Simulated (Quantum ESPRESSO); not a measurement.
# GaP (F-43m) in Quantum ESPRESSO: further runs, part 3 of 3

Quantum ESPRESSO 7.5. The steps go on from the part before.

### Step 4. Dielectric tensor, LDA

File pw.in:

```
&CONTROL
  calculation = 'scf'
  prefix = 'pwscf'
  outdir = './tmp'
  pseudo_dir = './pseudo'
  tprnfor = .true.
  tstress = .true.
  disk_io = 'low'
/
&SYSTEM
  ibrav = 0
  nat = 2
  ntyp = 2
  ecutwfc = 80
  nbnd = 15
  occupations = 'smearing'
  smearing = 'fd'
  degauss = 0.00367493
/
&ELECTRONS
  conv_thr = 4d-10
  electron_maxstep = 120
  mixing_beta = 0.5
/
ATOMIC_SPECIES
Ga    69.7230 Ga.upf
P     30.9738 P.upf
CELL_PARAMETERS bohr
   0.0000000000    5.1499761211    5.1499761211
   5.1499761211    0.0000000000    5.1499761211
   5.1499761211    5.1499761211    0.0000000000
ATOMIC_POSITIONS bohr
Ga     0.0000000000    0.0000000000    0.0000000000
P      7.7249641817    7.7249641817    7.7249641817
K_POINTS automatic
10 10 10 0 0 0
```

File scf2.in:

```
&CONTROL
  calculation = 'scf'
  prefix = 'pwscf'
  outdir = './tmp'
  pseudo_dir = './pseudo'
  tprnfor = .true.
  tstress = .true.
  disk_io = 'low'
/
&SYSTEM
  ibrav = 0
  nat = 2
  ntyp = 2
  ecutwfc = 80
  nbnd = 15
  occupations = 'fixed'
/
&ELECTRONS
  conv_thr = 1d-13
  electron_maxstep = 120
  mixing_beta = 0.5
  startingpot = 'file'
  startingwfc = 'file'
/
ATOMIC_SPECIES
Ga    69.7230 Ga.upf
P     30.9738 P.upf
CELL_PARAMETERS bohr
   0.0000000000    5.1499761211    5.1499761211
   5.1499761211    0.0000000000    5.1499761211
   5.1499761211    5.1499761211    0.0000000000
ATOMIC_POSITIONS bohr
Ga     0.0000000000    0.0000000000    0.0000000000
P      7.7249641817    7.7249641817    7.7249641817
K_POINTS automatic
10 10 10 0 0 0
```

File ph.in:

```
dielectric of GaP
&INPUTPH
  prefix = 'pwscf'
  outdir = './tmp'
  tr2_ph = 1d-18
  fildyn = 'dyn'
  niter_ph = 90
  alpha_mix(1) = 0.7
  epsil = .true.
  trans = .false.
  zeu = .true.
/
0.0000000000 0.0000000000 0.0000000000
```

Potentials or basis: PseudoDojo 0.4.1 SR LDA standard.

Launch:

```
> OMP_NUM_THREADS=1 pw.x -in pw.in > pw.out
> OMP_NUM_THREADS=1 pw.x -in scf2.in > scf2.out
> OMP_NUM_THREADS=1 ph.x -in ph.in > ph.out
```

pw.out:

```text
This program is part of the open-source Quantum ESPRESSO suite
     for quantum simulation of materials; please cite
[... 9 lines left out ...]
     --------------------
     sticks:   dense  smooth     PW     G-vecs:    dense   smooth      PW
     Sum        1159    1159    349                26469    26469    4279

     Using Slab Decomposition

     bravais-lattice index     =            0
     lattice parameter (alat)  =       7.2832  a.u.
     unit-cell volume          =     273.1780 (a.u.)^3
     number of atoms/cell      =            2
     number of atomic types    =            2
     number of electrons       =        18.00
     number of Kohn-Sham states=           15
     kinetic-energy cutoff     =      80.0000  Ry
     charge density cutoff     =     320.0000  Ry
     scf convergence threshold =      4.0E-10
     mixing beta               =       0.5000
     number of iterations used =            8  plain     mixing
     Exchange-correlation= SLA  PW   NOGX NOGC
                           (   1   4   0   0   0   0   0)

     celldm(1)=   7.283166  celldm(2)=   0.000000  celldm(3)=   0.000000
     celldm(4)=   0.000000  celldm(5)=   0.000000  celldm(6)=   0.000000

     crystal axes: (cart. coord. in units of alat)
               a(1) = (   0.000000   0.707107   0.707107 )
               a(2) = (   0.707107   0.000000   0.707107 )
               a(3) = (   0.707107   0.707107   0.000000 )

     reciprocal axes: (cart. coord. in units 2 pi/alat)
               b(1) = ( -0.707107  0.707107  0.707107 )
               b(2) = (  0.707107 -0.707107  0.707107 )
               b(3) = (  0.707107  0.707107 -0.707107 )

     PseudoPot. # 1 for Ga read from file:
     Ga.upf
     Pseudo is Norm-conserving + core correction, Zval = 13.0
     Generated using ONCVPSP code by D. R. Hamann
     Using radial grid of 1858 points,  6 beta functions with:
                l(1) =   0
                l(2) =   0
                l(3) =   1
                l(4) =   1
                l(5) =   2
                l(6) =   2

     PseudoPot. # 2 for P  read from file:
     P.upf
     Pseudo is Norm-conserving + core correction, Zval =  5.0
     Generated using ONCVPSP code by D. R. Hamann
     Using radial grid of 1298 points,  6 beta functions with:
                l(1) =   0
                l(2) =   0
                l(3) =   1
                l(4) =   1
                l(5) =   2
                l(6) =   2

     atomic species   valence    mass     pseudopotential
     Ga               13.00    69.72300     Ga( 1.00)
     P                 5.00    30.97380     P ( 1.00)

     24 Sym. Ops. (no inversion) found

   Cartesian axes

     site n.     atom                  positions (alat units)
         1        Ga     tau(   1) = (   0.0000000   0.0000000   0.0000000  )
         2        P      tau(   2) = (   1.0606602   1.0606602   1.0606602  )

     number of k points=    47  Fermi-Dirac smearing, width (Ry)=  0.0037
                       cart. coord. in units 2pi/alat
        k(    1) = (   0.0000000   0.0000000   0.0000000), wk =   0.0020000
        k(    2) = (   0.0707107   0.0707107  -0.0707107), wk =   0.0160000
        k(    3) = (   0.1414214   0.1414214  -0.1414214), wk =   0.0160000
        k(    4) = (   0.2121320   0.2121320  -0.2121320), wk =   0.0160000
        k(    5) = (   0.2828427   0.2828427  -0.2828427), wk =   0.0160000
        k(    6) = (  -0.3535534  -0.3535534   0.3535534), wk =   0.0080000
[... 39 lines left out ...]
        k(   46) = (  -0.0707107  -0.3535534   0.6363961), wk =   0.0480000
        k(   47) = (  -0.7071068   0.2828427   0.0000000), wk =   0.0240000

     Dense  grid:    26469 G-vectors     FFT dimensions: (  45,  45,  45)

     Initial potential from superposition of free atoms

     starting charge      17.9978, renormalised to      18.0000
     Starting wfcs are   13 randomized atomic wfcs +    2 random wfcs

     Self-consistent Calculation

     iteration #  1     ecut=    80.00 Ry     beta= 0.50
     Davidson diagonalization with overlap
     ethr =  1.00E-02,  avg # of iterations =  4.4

     Threshold (ethr) on eigenvalues was too large:
     Diagonalizing with lowered threshold

     Davidson diagonalization with overlap
     ethr =  3.83E-04,  avg # of iterations =  2.9

     total energy              =    -166.68765867 Ry
     estimated scf accuracy    <       0.06891033 Ry

     iteration #  2     ecut=    80.00 Ry     beta= 0.50
     Davidson diagonalization with overlap
     ethr =  3.83E-04,  avg # of iterations =  2.0

     total energy              =    -166.69774032 Ry
     estimated scf accuracy    <       0.00627922 Ry

     iteration #  3     ecut=    80.00 Ry     beta= 0.50
     Davidson diagonalization with overlap
     ethr =  3.49E-05,  avg # of iterations =  4.5

     total energy              =    -166.69784416 Ry
     estimated scf accuracy    <       0.00106031 Ry
[... 26 lines left out ...]
     total energy              =    -166.69789172 Ry
     estimated scf accuracy    <          4.7E-09 Ry

     iteration #  8     ecut=    80.00 Ry     beta= 0.50
     Davidson diagonalization with overlap
     ethr =  2.59E-11,  avg # of iterations =  3.0

     total energy              =    -166.69789171 Ry
     estimated scf accuracy    <       0.00000003 Ry

     iteration #  9     ecut=    80.00 Ry     beta= 0.50
     Davidson diagonalization with overlap
     ethr =  2.59E-11,  avg # of iterations =  3.2

     End of self-consistent calculation

          k = 0.0000 0.0000 0.0000 (  3287 PWs)   bands (ev):

    -7.3266  -7.3266  -7.3266  -7.2282  -7.2282  -5.1603   7.3584   7.3584
     7.3584   8.9621  11.1556  11.1556  11.1556  15.8519  17.1000

          k = 0.0707 0.0707-0.0707 (  3311 PWs)   bands (ev):

    -7.3349  -7.3235  -7.3235  -7.2283  -7.2283  -5.0303   6.1295   7.2014
     7.2014   9.5763  11.3941  11.3941  11.4575  16.6164  16.6169

          k = 0.1414 0.1414-0.1414 (  3320 PWs)   bands (ev):

    -7.3555  -7.3161  -7.3161  -7.2279  -7.2279  -4.6528   4.3087   6.8626
     6.8626   9.5167  11.8550  11.8550  12.7448  16.1849  16.1849

          k = 0.2121 0.2121-0.2121 (  3308 PWs)   bands (ev):

    -7.3790  -7.3084  -7.3084  -7.2258  -7.2258  -4.0731   2.5931   6.5318
     6.5318   9.1847  12.0853  12.0853  14.3143  16.5842  16.5843
[... 118 lines left out ...]
    -7.4305  -7.2686  -7.2686  -7.2599  -7.2088  -2.7483   1.2866   4.8220
     4.8220   8.8206   9.5379  16.6102  16.6102  17.3784  19.2584

          k =-0.0707-0.6364 0.6364 (  3302 PWs)   bands (ev):

    -7.4339  -7.2689  -7.2653  -7.2586  -7.2089  -2.3145   0.7503   4.3076
     4.7665   9.0399   9.7422  16.5225  16.8253  18.3442  19.3442

          k = 0.0000-0.5657 0.5657 (  3286 PWs)   bands (ev):

    -7.4279  -7.2765  -7.2679  -7.2520  -7.2132  -2.1508   0.6430   3.5975
     4.9337   9.2477  11.1805  15.9334  16.0667  17.0708  18.1776

          k =-0.7071 0.0000 0.0000 (  3306 PWs)   bands (ev):

    -7.4391  -7.2638  -7.2621  -7.2621  -7.2068  -2.1612   0.5100   4.6537
     4.6537   8.8671   9.0450  17.7892  17.7892  18.3072  19.7052

          k = 0.2828 0.1414 0.0000 (  3308 PWs)   bands (ev):

    -7.3743  -7.3074  -7.3048  -7.2361  -7.2217  -4.3262   3.8270   5.5414
     6.4821  10.4535  11.0821  12.8312  13.0193  15.3178  17.4628

          k = 0.3536 0.2121-0.0707 (  3308 PWs)   bands (ev):

    -7.3908  -7.3015  -7.2971  -7.2361  -7.2201  -3.7646   2.5317   4.9233
     6.1411  10.5072  11.5623  12.7993  13.5398  16.0311  18.4578

          k =-0.2828-0.4243 0.5657 (  3304 PWs)   bands (ev):

    -7.4027  -7.2989  -7.2917  -7.2326  -7.2202  -3.1365   1.3387   4.6447
     5.8162  10.3875  11.6165  13.1757  14.2846  17.0388  18.4103

          k =-0.2121-0.3536 0.4950 (  3286 PWs)   bands (ev):

    -7.4071  -7.2982  -7.2899  -7.2297  -7.2211  -2.8075   0.8062   4.5674
     5.6875  10.3376  11.5374  13.2306  15.3112  16.7326  18.7023
[... 28 lines left out ...]
    -7.4254  -7.2767  -7.2708  -7.2537  -7.2115  -2.6641   1.2306   4.3762
     4.6933   9.6325  10.2062  14.7442  16.5702  17.6400  19.7315

          k =-0.0707-0.4950 0.6364 (  3300 PWs)   bands (ev):

    -7.4243  -7.2813  -7.2690  -7.2492  -7.2146  -2.2497   0.7878   3.7340
     4.6074   9.9646  11.2949  14.3912  15.9131  17.4105  19.4059

          k =-0.0000-0.4243 0.5657 (  3287 PWs)   bands (ev):

    -7.4177  -7.2886  -7.2720  -7.2423  -7.2198  -2.2543   0.8229   3.3386
     4.8706  10.2623  12.7854  13.9123  14.6886  16.6928  18.0651

          k =-0.7071 0.1414 0.0000 (  3304 PWs)   bands (ev):

    -7.4331  -7.2707  -7.2664  -7.2555  -7.2102  -2.1294   0.5746   4.3020
     4.3499   9.6252   9.8063  16.2645  16.4103  18.6062  19.1902

          k =-0.1414-0.4243 0.7071 (  3289 PWs)   bands (ev):

    -7.4164  -7.2900  -7.2725  -7.2433  -7.2184  -2.4587   1.0542   3.6758
     4.6427  11.2997  11.7709  12.6037  15.7326  16.7915  18.7733

          k =-0.0707-0.3536 0.6364 (  3294 PWs)   bands (ev):

    -7.4174  -7.2906  -7.2700  -7.2421  -7.2201  -2.2076   0.8073   3.5227
     4.4056  11.4923  12.1235  13.1745  14.3082  17.2524  19.6418

          k =-0.7071 0.2828 0.0000 (  3302 PWs)   bands (ev):

    -7.4217  -7.2862  -7.2674  -7.2457  -7.2177  -2.0761   0.6925   3.8192
     3.9511  11.3316  11.4995  14.0401  14.0593  18.7298  19.1118

     the Fermi energy is     8.0676 ev

!    total energy              =    -166.69789171 Ry
     estimated scf accuracy    <          1.2E-10 Ry
     smearing contrib. (-TS)   =      -0.00000000 Ry
     internal energy E=F+TS    =    -166.69789171 Ry

     The total energy is F=E-TS. E is the sum of the following terms:
     one-electron contribution =     -77.17996907 Ry
     hartree contribution      =      52.22584977 Ry
     xc contribution           =     -45.26614852 Ry
     ewald contribution        =     -96.47762389 Ry

     convergence has been achieved in   9 iterations

     Forces acting on atoms (cartesian axes, Ry/au):

     atom    1 type  1   force =    -0.00000000    0.00000000   -0.00000000
     atom    2 type  2   force =     0.00000000   -0.00000000    0.00000000

     Total force =     0.000000     Total SCF correction =     0.000000

     Computing stress (Cartesian axis) and pressure

          total   stress  (Ry/bohr**3)                   (kbar)     P=      -29.32
  -0.00019930  -0.00000000   0.00000000          -29.32       -0.00        0.00
  -0.00000000  -0.00019930   0.00000000           -0.00      -29.32        0.00
   0.00000000   0.00000000  -0.00019930            0.00        0.00      -29.32

=------------------------------------------------------------------------------=
   JOB DONE.
=------------------------------------------------------------------------------=
```

Wall time 18 min (1 thread of Intel Xeon at 2.50GHz (Skylake/Cascade Lake), shared host); peak memory 0.09 GiB.

Results:

* Free energy: -2268.0404 eV
* Pressure: -2.9 GPa
* Band gap on the k mesh: 1.46 eV, indirect (least direct gap 1.60 eV)
* Electronic dielectric tensor (diagonal): 11.38
* Born charges (mean of the diagonal): Ga +2.10; P -2.14 e

Levels at points of the mesh, in eV from the valence-band top:
| k point | band 5 | band 6 | band 7 | band 8 | band 9 | band 10 | band 11 | band 12 | band 13 | band 14 |
| --- | --- | --- | --- | --- | --- | --- | --- | --- | --- | --- |
| (0.00, 0.00, 0.00) | -14.59 | -12.52 | 0.00 | 0.00 | 0.00 | 1.60 | 3.80 | 3.80 | 3.80 | 8.49 |
| (0.00, 0.00, -0.50) | -14.58 | -10.44 | -6.71 | -1.13 | -1.13 | 1.50 | 4.64 | 4.64 | 8.06 | 10.63 |
| (0.00, -0.50, -0.50) | -14.57 | -9.52 | -6.85 | -2.70 | -2.70 | 1.51 | 1.69 | 10.43 | 10.43 | 10.95 |

Electronic dielectric tensor:
```
11.38  0.00  0.00
 0.00 11.38  0.00
 0.00  0.00 11.38
```

Born effective charge tensors (e):
atom 1, Ga
```
2.10 0.00 0.00
0.00 2.10 0.00
0.00 0.00 2.10
```
atom 2, P
```
-2.14  0.00  0.00
 0.00 -2.14  0.00
 0.00  0.00 -2.14
```

Caveat: on a mesh that holds Γ this program's dielectric tensor can be off by some percent beyond the error of the mesh.

### Step 5. Summary

```tsv
k mesh	gap on the mesh (eV)	pressure (GPa)
6 × 6 × 6	1.50	-2.9
8 × 8 × 8	1.50	-2.9
10 × 10 × 10	1.46	-2.9
```

Alike in all rows: task dielectric tensor; level LDA; potentials or basis PseudoDojo 0.4.1 SR LDA standard; no spin polarisation; cell as given; cutoff (eV) 1088; smearing fermi-dirac 0.05 eV.

On the cell as given the gap runs from 1.46 eV (LDA) to 1.50 eV (LDA); the meshes differ, which moves gaps too.

Caveats: on a mesh that holds Γ this program's dielectric tensor can be off by some percent beyond the error of the mesh.

Total energies depend on the potentials used, so only differences within one code and one set of settings carry meaning.

### Step 6. How close it comes

Step 2. A measured gap of GaP is 2.34 eV (indirect; 10 K; quoted in “Stacking defects in GaP nanowires: Electronic structure and optical properties”, 2018, arxiv:1810.01194); the calculated 1.50 eV misses it by -0.84 eV. Spin-orbit coupling on Ga is left out. The value is that of LDA on a finite k mesh, which can miss the band edges, without temperature or zero-point motion. Semilocal functionals fall short of measured gaps as a rule.

Step 3. Measured gap of GaP: 2.34 eV (indirect; 10 K; quoted in “Stacking defects in GaP nanowires: Electronic structure and optical properties”, 2018, arxiv:1810.01194). This calculation gives 1.50 eV (-0.84 eV). Spin-orbit coupling on Ga is left out. The value is that of LDA on a finite k mesh, which can miss the band edges, without temperature or zero-point motion. Semilocal functionals fall short of measured gaps as a rule.

Step 4. A measured gap of GaP is 2.34 eV (indirect; 10 K; quoted in “Stacking defects in GaP nanowires: Electronic structure and optical properties”, 2018, arxiv:1810.01194); the calculated 1.46 eV misses it by -0.88 eV. Spin-orbit coupling on Ga is left out. The value is that of LDA on a finite k mesh, which can miss the band edges, without temperature or zero-point motion. Semilocal functionals fall short of measured gaps as a rule.
